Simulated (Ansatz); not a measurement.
# C: the cost of one run

Program: Ansatz 0.2.0. Level of theory: DFT PBE, scalar-relativistic, plane waves, PAW. These are calculated values, not measurements.

## Step 1: Starting point

Symmetry: Fmmm, No. 69, orthorhombic system. Conventional cell: a = 2.456 Å, b = 4.254 Å, c = 6.696 Å, α = 90.00°, β = 90.00°, γ = 90.00°. C (site symmetry m2m) has 3 C at 1.42 Å in its first shell of neighbours.

Coordinates:

```xyz
64
Lattice="0.0000 -4.2540 -6.6960 -4.9120 4.2540 -6.6960 4.9120 4.2540 -6.6960" Properties=species:S:1:pos:R:3 pbc="T T T"
C    -3.6840    0.7090  -10.0440
C    -2.4560    2.8360  -10.0440
C    -1.2280    4.9630  -10.0440
C     0.0000    2.8360  -16.7400
C    -2.4560    0.7090   -6.6960
C    -1.2280    2.8360   -6.6960
C     0.0000    0.7090  -13.3920
C     1.2280    2.8360  -13.3920
C    -1.2280    0.7090   -3.3480
C     0.0000   -1.4180  -10.0440
C     1.2280    0.7090  -10.0440
C     2.4560    2.8360  -10.0440
C     0.0000   -3.5450   -6.6960
C     1.2280   -1.4180   -6.6960
C     2.4560    0.7090   -6.6960
C     3.6840    2.8360   -6.6960
C    -3.6840    2.8360   -6.6960
C    -2.4560    0.7090  -13.3920
C    -1.2280    2.8360  -13.3920
C     0.0000    4.9630  -13.3920
C    -2.4560   -1.4180  -10.0440
C    -1.2280    0.7090  -10.0440
C     0.0000    2.8360  -10.0440
C     1.2280    4.9630  -10.0440
C    -1.2280   -1.4180   -6.6960
C     0.0000    0.7090   -6.6960
C     1.2280    2.8360   -6.6960
C     2.4560    0.7090  -13.3920
C     0.0000   -1.4180   -3.3480
C     1.2280    0.7090   -3.3480
C     2.4560   -1.4180  -10.0440
C     3.6840    0.7090  -10.0440
C    -3.6840    3.5450  -10.0440
C    -2.4560    5.6720  -10.0440
C    -1.2280    3.5450  -16.7400
C     0.0000    5.6720  -16.7400
C    -2.4560    3.5450   -6.6960
C    -1.2280    1.4180  -13.3920
C     0.0000    3.5450  -13.3920
C     1.2280    5.6720  -13.3920
C    -1.2280   -0.7090  -10.0440
C     0.0000    1.4180  -10.0440
C     1.2280    3.5450  -10.0440
C     2.4560    5.6720  -10.0440
C     0.0000   -0.7090   -6.6960
C     1.2280    1.4180   -6.6960
C     2.4560    3.5450   -6.6960
C     3.6840    1.4180  -13.3920
C    -3.6840    1.4180  -13.3920
C    -2.4560    3.5450  -13.3920
C    -1.2280    5.6720  -13.3920
C     0.0000    7.7990  -13.3920
C    -2.4560    1.4180  -10.0440
C    -1.2280    3.5450  -10.0440
C     0.0000    5.6720  -10.0440
C     1.2280    3.5450  -16.7400
C    -1.2280    1.4180   -6.6960
C     0.0000    3.5450   -6.6960
C     1.2280    1.4180  -13.3920
C     2.4560    3.5450  -13.3920
C     0.0000    1.4180   -3.3480
C     1.2280   -0.7090  -10.0440
C     2.4560    1.4180  -10.0440
C     3.6840    3.5450  -10.0440
```

The runs take a perfect supercell of 64 atoms; the defect goes to fractional position (0.083, 0.417, 0.750).

## Step 2: The perfect supercell

The input, input.yaml:

```yaml
crystal:
  lattice:
    - [0.0, -4.254, -6.696]
    - [-4.912, 4.254, -6.696]
    - [4.912, 4.254, -6.696]
  atoms:
    - { symbol: C, position: [0.666665, 0.791668, 0.041668] }
    - { symbol: C, position: [0.416665, 0.791668, 0.291668] }
    - { symbol: C, position: [0.166665, 0.791668, 0.541668] }
    - { symbol: C, position: [0.916665, 0.791668, 0.791668] }
    - { symbol: C, position: [0.416664, 0.541667, 0.041668] }
    - { symbol: C, position: [0.166664, 0.541667, 0.291668] }
    - { symbol: C, position: [0.916664, 0.541667, 0.541668] }
    - { symbol: C, position: [0.666664, 0.541667, 0.791668] }
    - { symbol: C, position: [0.166665, 0.291668, 0.041668] }
    - { symbol: C, position: [0.916665, 0.291668, 0.291668] }
    - { symbol: C, position: [0.666665, 0.291668, 0.541668] }
    - { symbol: C, position: [0.416665, 0.291668, 0.791668] }
    - { symbol: C, position: [0.916665, 0.041668, 0.041668] }
    - { symbol: C, position: [0.666665, 0.041668, 0.291668] }
    - { symbol: C, position: [0.416665, 0.041668, 0.541668] }
    - { symbol: C, position: [0.166665, 0.041668, 0.791668] }
    - { symbol: C, position: [0.166665, 0.791668, 0.041668] }
    - { symbol: C, position: [0.916665, 0.791668, 0.291668] }
    - { symbol: C, position: [0.666665, 0.791668, 0.541668] }
    - { symbol: C, position: [0.416665, 0.791668, 0.791668] }
    - { symbol: C, position: [0.916664, 0.541667, 0.041668] }
    - { symbol: C, position: [0.666664, 0.541667, 0.291668] }
    - { symbol: C, position: [0.416664, 0.541667, 0.541668] }
    - { symbol: C, position: [0.166664, 0.541667, 0.791668] }
    - { symbol: C, position: [0.666665, 0.291668, 0.041668] }
    - { symbol: C, position: [0.416665, 0.291668, 0.291668] }
    - { symbol: C, position: [0.166665, 0.291668, 0.541668] }
    - { symbol: C, position: [0.916665, 0.291668, 0.791668] }
    - { symbol: C, position: [0.416665, 0.041668, 0.041668] }
    - { symbol: C, position: [0.166665, 0.041668, 0.291668] }
    - { symbol: C, position: [0.916665, 0.041668, 0.541668] }
    - { symbol: C, position: [0.666665, 0.041668, 0.791668] }
    - { symbol: C, position: [0.333335, 0.958332, 0.208332] }
    - { symbol: C, position: [0.083334, 0.958332, 0.458333] }
    - { symbol: C, position: [0.833335, 0.958332, 0.708332] }
    - { symbol: C, position: [0.583335, 0.958332, 0.958332] }
    - { symbol: C, position: [0.083335, 0.708332, 0.208332] }
    - { symbol: C, position: [0.833334, 0.708332, 0.458333] }
    - { symbol: C, position: [0.583335, 0.708332, 0.708332] }
    - { symbol: C, position: [0.333335, 0.708332, 0.958332] }
    - { symbol: C, position: [0.833335, 0.458332, 0.208332] }
    - { symbol: C, position: [0.583334, 0.458332, 0.458333] }
    - { symbol: C, position: [0.333335, 0.458332, 0.708332] }
    - { symbol: C, position: [0.083335, 0.458332, 0.958332] }
    - { symbol: C, position: [0.583335, 0.208332, 0.208332] }
    - { symbol: C, position: [0.333334, 0.208332, 0.458333] }
    - { symbol: C, position: [0.083335, 0.208332, 0.708332] }
    - { symbol: C, position: [0.833335, 0.208332, 0.958332] }
    - { symbol: C, position: [0.833335, 0.958332, 0.208332] }
    - { symbol: C, position: [0.583334, 0.958332, 0.458333] }
    - { symbol: C, position: [0.333335, 0.958332, 0.708332] }
    - { symbol: C, position: [0.083335, 0.958332, 0.958332] }
    - { symbol: C, position: [0.583335, 0.708332, 0.208332] }
    - { symbol: C, position: [0.333334, 0.708332, 0.458333] }
    - { symbol: C, position: [0.083335, 0.708332, 0.708332] }
    - { symbol: C, position: [0.833335, 0.708332, 0.958332] }
    - { symbol: C, position: [0.333335, 0.458332, 0.208332] }
    - { symbol: C, position: [0.083334, 0.458332, 0.458333] }
    - { symbol: C, position: [0.833335, 0.458332, 0.708332] }
    - { symbol: C, position: [0.583335, 0.458332, 0.958332] }
    - { symbol: C, position: [0.083335, 0.208332, 0.208332] }
    - { symbol: C, position: [0.833334, 0.208332, 0.458333] }
    - { symbol: C, position: [0.583335, 0.208332, 0.708332] }
    - { symbol: C, position: [0.333335, 0.208332, 0.958332] }
basis:
  ecutwfc: 420
  fft_grid_basis: typed
kpoints:
  mp_grid: { grid: [2, 2, 2] }
hamiltonian:
  xc: pbe
  pseudopotentials: { kind: paw }
scf:
  occupations: { method: gaussian, width: 0.05 }
output:
  forces: true
  stress: false
  eigenvalues: true
  bader: false
  write_density: true
  volumetric_format: npy
```

Command:

```
$ ansatz run input.yaml --threads 4 --pin off --max-ram 10240MiB --backend cpu --events-out ev --progress --plain --runs-dir out
```

What time and memory should one allow on 4 threads of AMD EPYC 9R45 (Zen 5), shared host?

About 3 s, with a peak of 2.5 GiB.
